The apparent barrier of a tunnelling image is the height of the energy wall that would make the electron density fall off with distance as fast as it does. Here it comes from the slope of the logarithm of the mean density, 4 Å above the topmost nucleus of a single MoS2 layer. The density is that of all states between mid-gap and the bias, from density functional theory with an s-wave tip. Negative bias images filled states, positive bias empty ones. Corrugation is the height difference that the tip follows at constant current, with each row's own mean density as set point.

Ansatz 0.2.0, PBE-D3(BJ), scalar-relativistic plane-wave PAW, for a relaxed free-standing MoS2 monolayer; cutoff 420 eV, k mesh 30 × 30 × 1, Gaussian smearing 0.05 eV, no spin polarisation. Tersoff-Hamann images with an s-wave tip 4 Å above the topmost nucleus; bias is counted from mid-gap, and bright over dark is the ratio of highest to lowest density in that plane.

| bias (V) | log10 mean density (log10 of e/angstrom^3) | bright over dark | corrugation (Å) | brightest over | apparent barrier at 4 angstrom (eV) |
| --- | --- | --- | --- | --- | --- |
| -2.900 | -5.035 | 1.515 | 0.150 | S | 7.392 |
| -2.100 | -5.148 | 1.304 | 0.099 | S | 6.827 |
| -1.500 | -5.442 | 1.213 | 0.075 | S | 6.227 |
| -1.150 | -5.609 | 1.118 | 0.045 | S | 5.874 |
| 1.150 | -5.451 | 1.085 | 0.035 | between | 5.324 |
| 1.500 | -4.662 | 1.038 | 0.016 | flat | 4.826 |
| 2.100 | -4.311 | 1.014 | 0.007 | flat | 4.347 |
| 2.700 | -4.213 | 1.058 | 0.026 | flat | 4.453 |

The surface is the same in every row, and its vacuum level lies 5.03 eV above mid-gap. Yet the apparent barrier runs from 7.39 eV at −2.9 V down to 4.35 eV at +2.1 V, and then turns up again. Reading any one of these values as a work function would therefore mislead. The barrier depends on which electrons carry the current, and so do the brightness and the contrast.

**What sets the decay.** Outside the layer an electron of energy $E$ (counted from mid-gap) must keep its momentum along the surface, $\hbar k$. The kinetic energy tied up in that sideways motion can't help it through the vacuum, so the wall it meets is

$$\Phi = E_{\mathrm{vac}} - E + \frac{\hbar^2 k^2}{2m},$$

where $E_{\mathrm{vac}}$ is the vacuum level and $m$ the electron mass. Its density then falls with height $z$ as $\exp(-2z\sqrt{2m\Phi}/\hbar)$. States at the zone centre, Γ, have $k=0$ and pay nothing extra. States at the zone corner, K, pay 6.72 eV in this lattice.

Each image contains the one before it on the same side of zero bias. Subtracting neighbouring rows leaves the electrons of one energy slice, and the decay of that difference gives the slice its own barrier.

**One slice worked out.** The first filled slice runs from the band edge at −0.89 eV to −1.15 eV, with its middle at −1.02 eV. For $k=0$ the wall is $5.03+1.02=6.05$ eV, whereas a K state at the filled edge would meet 12.6 eV. The calculated barrier is 5.87 eV. The image at −1.15 V is thus made by states near Γ, even if K states lie in the same slice: they die out before they reach the tip. Farther out the barrier of this image rises to 6.19 eV, as expected if the potential at 4 Å has not quite reached the vacuum level, so the estimate is good to a few tenths of an electronvolt.

**The empty edge.** At +1.15 V the barrier exceeds the $k=0$ value by 1.3 eV, far too little for K states and too much for Γ. MoS2 is known to have a second conduction valley about halfway between the two, where the sideways motion costs 1.7 eV. Farther out the barrier of this image rises to 5.61 eV, an excess of 1.6 eV. That valley is the likely source of the image, though the momentum of the states was not resolved. Both edge rows reach only about a quarter of an electronvolt into the bands, so they are sensitive to the exact band positions; the run leaves out spin-orbit coupling, which is expected to split the filled edge at K. This level of theory also makes the gap too small, and in an experiment ±1.15 V may still lie inside it.

**Why the barrier turns up at +2.7 V.** Higher energy alone should keep lowering the wall. The slice added last has a barrier of 4.88 eV all the same, against 3.98 eV for the slice before it. Its excess over the $k=0$ value is 2.3 eV, the largest of all slices, which points to states with much sideways momentum. Mixed into the image, they raise the overall barrier a little; farther out, where such states have faded first, most of the upturn is gone. At 4 Å the deepest filled slice has a similar excess, but there the energy and the momentum both raise the wall.

**Why empty states are brighter.** At 2.1 V the empty-state image is 6.9 times as dense as the filled-state image, with only 1.6 times as many states. An empty state starts closer to the vacuum level and leaks farther. On the filled side new states soon add little apiece: from −1.15 to −2.9 V their number grows fifteenfold and the density less than fourfold. On the empty side density and state count grow almost together, which explains the sharp rise between +1.15 and +1.5 V, where many new states come within reach.

The wall fixes how fast a state fades, but not how strongly it starts at the surface. The slice between −1.5 and −2.1 V shows the difference. It has a higher barrier than the slice above it, yet gives more density per state. Its share on the S atoms is also larger, 59 % against 42 %, and the top S atoms sit nearest the tip, which is a plausible reason for the stronger start.

**Why filled states look rougher.** S is the brightest site in every filled-state image, and the corrugation grows from 0.045 to 0.150 Å with depth. The deepest slice has 73 % of its weight on S and is about 2.6 times as dense above S as above Mo; in the first slice that ratio is only 1.1. Deep states are weak at the tip, but what they add is strongly patterned.

Sideways momentum helps the pattern to survive. Contrast arises when the slowest-decaying part of a wave interferes with parts that have more sideways momentum and fade faster. For a Γ state these parts fade much faster than the main wave, so the image soon looks smooth; for a state with momentum of its own the decay rates lie closer together. The corrugation accordingly shrinks by a factor of 3.4 per ångström at −1.15 V, but only 2.3 at +1.15 V. The image at +1.5 V is an exception, with a factor of 3.8 although its states have sideways momentum too. The edge states are not the cause: at every height they too are denser over S than over Mo and add to that contrast. The pattern of the newly added states itself fades fast, and without their momenta the reason stays open.

**Why the bright site moves and then disappears.** Mo carries 59 % of the weight in both edge slices, yet the filled image is bright over S and the empty one over the hollow between the atoms. The atom that owns most of a state need not be the one the tip sees. A possible reason for the bright hollow is that S orbitals lying in the plane have a node straight above the nucleus and send their density sideways.

From +1.5 V the image is nearly flat, because the two large slices added there are almost equally dense above S and Mo. They cover the weak pattern of the edge states with an even background. The last slice is 15 % denser above S than above Mo, and a little corrugation returns, with the hollow again the brightest point and Mo the darkest.

**Carrying the idea to another surface.** The first thing to ask is where in the zone the states at the chosen bias lie. On a simple metal with Γ states at every energy, the barrier would fall steadily from negative to positive bias. In graphene the states near zero bias sit at K, so its low-bias image fades much faster than the work function suggests.
